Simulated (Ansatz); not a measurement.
Crystal: MnO2.

```
CELL_PARAMETERS angstrom
2.85496 0.00000 0.00000
-1.42748 2.47246 0.00000
0.00000 0.00000 10.22174
ATOMIC_POSITIONS crystal
Mn 0.00000 0.00000 0.50000
Mn 0.00000 0.00000 0.00000
O 0.66667 0.33333 0.40686
O 0.66667 0.33333 0.09314
O 0.33333 0.66667 0.59314
O 0.33333 0.66667 0.90686
```

Measurements of this composition are mostly on another form, of space group No. 136.

* Program: Ansatz 0.2.0
* Task: relaxation of cell and atoms
* Functional: LDA
* Potentials or basis: Ansatz PAW
* Cutoff: 420 eV (not typed: the program's choice for these potentials)
* k mesh: 11 × 11 × 3
* Occupations: fermi-dirac, width 0.05 eV
* Spin: collinear spin, ferromagnetic start
* Starting moments: [4.0, 4.0, 0.0, 0.0, 0.0, 0.0] μB

At the start: volume 12.03 Å³/atom.

Task: How do energy, volume and symmetry change on relaxing?

Result: It ends after 12 steps and the volume is 11.04 Å³/atom (-8.2 %); space group P6_3/mmc (No. 194, to 0.05 Å); moment 6.00 μB per cell.

Step by step:
```csv
step,energy change (eV),largest force (eV/Å),volume (Å³)
1,0.0000,0.6125,72.15
2,-0.0803,0.3275,69.60
3,-0.1080,0.0015,67.77
4,-0.1060,0.0050,68.12
5,-0.0874,0.0060,68.12
6,-0.0978,0.0053,66.78
7,-0.0976,0.0008,66.82
8,-0.0904,0.0010,66.82
9,-0.0931,0.0012,66.45
10,-0.0905,0.0010,66.45
11,-0.0919,0.0009,66.25
12,-0.0908,0.0009,66.25
```

Final structure:
```
Mn O
1.0
     2.81121    0.00000    0.00000
    -1.40560    2.43458    0.00000
     0.00000    0.00000    9.68033
Mn O
2 4
Direct
  0.00000 0.00000 0.50000
  0.00000 0.00000 0.00000
  0.66667 0.33333 0.40283
  0.66667 0.33333 0.09717
  0.33333 0.66667 0.59717
  0.33333 0.66667 0.90283
```

Caveat: the plane-wave basis is chosen anew once the cell has moved, so the energies of steps on either side of that aren't comparable; the pressure holds a Pulay correction of +1.0 GPa for the finite cutoff; only a ferromagnetic start was run, and an antiferromagnetic order may lie lower in energy; the PAW data sets come from PBE, with cores solved anew for the run's functional, which leaves a small shift of forces and pressure.
